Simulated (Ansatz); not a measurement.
**SiC: all-electron results**

```
Si C
1.0
     3.07600    0.00000    0.00000
    -1.53800    2.66389    0.00000
     0.00000    0.00000    5.04800
Si C
2 2
Direct
  0.33333 0.66667 0.00000
  0.66667 0.33333 0.50000
  0.33333 0.66667 0.38500
  0.66667 0.33333 0.88500
```

Atoms are numbered in the order listed.

The cell comes from COD entry 9008875, which wasn't checked; take it as a given geometry.

All numbers are computed: DFT, PBE, all-electron LAPW, scalar-relativistic (Ansatz 0.2.0); DFT, PBE, PAW with Ansatz's default frozen-core files, scalar-relativistic (Ansatz 0.2.0).

For LAPW: a Γ-centred 15×15×8 k mesh, Fermi–Dirac smearing of 0.08 eV, basis error target 1 meV/atom, no spin polarisation. PAW takes a cutoff of 420 eV at this cell. The Ansatz runs share mesh, smearing and spin set-up. Values come from LAPW unless marked.

| Item | Value |
| --- | --- |
| Pressure at this cell | 3.71 GPa |
| Band gap | 2.32 eV, indirect from Γ to K (0.333, 0.333, 0) |
| Stress xx, yy, zz (compression positive) | 5.32, 5.32, 0.49 GPa |
| Largest force | 0.752 eV/Å on C3 |
| Smallest direct gap on the path | 4.08 eV |
| Löwdin charges (with 0.16 e of the cell spilling out of the atomic basis, so their sizes and signs hang on that basis) | Si1 1.07, C3 -1.00 e |
| Bader charges (from the PAW run) | Si1 +2.78, C3 -2.78 e |
| Volume per atom | 10.34 Å³ |
